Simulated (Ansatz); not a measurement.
The system is CsSnBr3.

```
Cs Sn Br
1.0
     5.83901    0.00000    0.00000
     0.00000    5.83901    0.00000
     0.00000    0.00000    5.83901
Cs Sn Br
1 1 3
Direct
  0.00000 0.00000 0.00000
  0.50000 0.50000 0.50000
  0.00000 0.50000 0.50000
  0.50000 0.50000 0.00000
  0.50000 0.00000 0.50000
```

The cell is a database's computed one.

Base run:

* Program: Ansatz 0.2.0
* Functional: PBEsol
* Potentials or basis: Ansatz PAW
* Cutoff: 420 eV (not typed: the program's choice for these potentials)
* k mesh: 5 × 5 × 5
* Occupations: fermi-dirac, width 0.05 eV
* Spin: no spin polarisation

Its results: pressure -0.9 GPa.

Question: The run is repeated on the same cell with these changes: functional from PBEsol to r2SCAN; cutoff from 420 eV (not typed: the program's choice for these potentials) to 500 eV (not typed: the program's choice for these potentials). What comes out?

Answer: Pressure -0.2 GPa.

Caveats: the PAW data sets come from PBE, with cores solved anew for the run's functional, which leaves a small shift of forces and pressure.
